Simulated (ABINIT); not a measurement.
Crystal: PbS.

```xyz
2
Lattice="4.0897 0.0000 0.0000 -2.0448 3.5418 0.0000 0.0000 0.0000 3.7882" Properties=species:S:1:pos:R:3 pbc="T T T"
Pb    0.0000    0.0000    0.0000
S     2.0448    1.1806    1.8941
```

Measurements of this composition are mostly on another form, of space group No. 225.

Program: ABINIT 10.8.3 (patched build). Alike in all runs: task band structure; no spin polarisation; cell as given; k mesh 8 × 8 × 7; smearing fermi-dirac 0.05 eV.

Problem. Order these runs on this cell by their pressure, lowest first.
A. level LDA; potentials or basis JTH PAW LDA v2.0; cutoff (eV) 599; fine-grid cutoff 1197.3 eV
B. level PBEsol; potentials or basis JTH PAW PBE v2.0; cutoff (eV) 599; fine-grid cutoff 1197.3 eV
C. level r2SCAN; potentials or basis JTH PAW PBE v2.0; cutoff (eV) 707; fine-grid cutoff 1306.15 eV

Solution. A (-4.3 GPa), B (-2.7 GPa), C (-1.0 GPa).

Caveats: the PAW data sets were made with another functional, which shifts forces and pressure a little (some runs).
